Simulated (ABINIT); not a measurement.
Cs:

```
Cs
1.0
    -3.12847    3.12847    3.12847
     3.12847   -3.12847    3.12847
     3.12847    3.12847   -3.12847
Cs
1
Direct
  0.00000 0.00000 0.00000
```

```yaml
Program: ABINIT 10.8.3 (patched build)
Task: single point
Functional: PBE
Potentials_or_basis: JTH PAW PBE v2.0
Cutoff: 544 eV
k_mesh: 6 × 6 × 6
Occupations: fermi-dirac, width 0.05 eV
Spin: no spin polarisation
```

On this cell: pressure -0.2 GPa; band gap on the k mesh none (metal or under the smearing width).

The same run follows on a disturbed copy (cell strained at random at fixed volume):

```xyz
1
Lattice="-3.2699 3.2072 3.2746 3.1395 -3.0609 2.9979 3.1843 2.9753 -3.1284" Properties=species:S:1:pos:R:3 pbc="T T T"
Cs    0.0301   -0.0100    0.0076
```

**Question.** What changes?

**Answer.** The energy (extrapolated to zero smearing) moves by -0.8 meV/atom; pressure -0.2 GPa; band gap on the k mesh none (metal or under the smearing width).
